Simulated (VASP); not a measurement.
The system is Mg3Sb2.

```
Mg Sb
1.0
     4.58200    0.00000    0.00000
    -2.29100    3.96813    0.00000
     0.00000    0.00000    7.24400
Mg Sb
3 2
Direct
  0.33333 0.66667 0.63000
  0.66667 0.33333 0.37000
  0.00000 0.00000 0.00000
  0.33333 0.66667 0.23500
  0.66667 0.33333 0.76500
```

| Item | Value |
| --- | --- |
| Program | VASP 6.6.1 |
| Task | relaxation of cell and atoms |
| Functional | PBEsol |
| Potentials or basis | VASP PAW PBE potentials, release 64 (Mg, Sb) |
| Cutoff | 600 eV |
| k mesh | 9 × 9 × 5 |
| Occupations | gaussian, width 0.03 eV |
| Spin | no spin polarisation |

At the start: pressure -0.4 GPa; volume 26.34 Å³/atom.

Question: Where does the relaxation end?

Answer: Over 6 steps the energy falls by 8.7 meV/atom and the volume is 25.78 Å³/atom (-2.1 %); space group P-3m1 (No. 164, to 0.05 Å).

The path:
```csv
step,energy change (eV),largest force (eV/Å),pressure (GPa),volume (Å³)
1,0.0000,0.4752,-0.37,131.71
2,-0.0233,0.3305,-0.14,130.54
3,-0.0358,0.1138,0.31,128.71
4,-0.0423,0.0317,-0.09,129.45
5,-0.0427,0.0279,-0.21,129.68
6,-0.0437,0.0078,0.06,128.91
```

Final structure:
```cif
data_structure
_symmetry_space_group_name_H-M 'P 1'
_symmetry_Int_Tables_number 1
_cell_length_a 4.5524
_cell_length_b 4.5524
_cell_length_c 7.1825
_cell_angle_alpha 90.000
_cell_angle_beta 90.000
_cell_angle_gamma 120.000
_cell_volume 128.91
loop_
_atom_site_label
_atom_site_type_symbol
_atom_site_fract_x
_atom_site_fract_y
_atom_site_fract_z
_atom_site_occupancy
Mg1 Mg 0.33333 0.66667 0.63261 1
Mg2 Mg 0.66667 0.33333 0.36739 1
Mg3 Mg 0.00000 0.00000 0.00000 1
Sb1 Sb 0.33333 0.66667 0.22362 1
Sb2 Sb 0.66667 0.33333 0.77638 1
```

Caveat: the PAW data sets were made with another functional, which shifts forces and pressure a little.
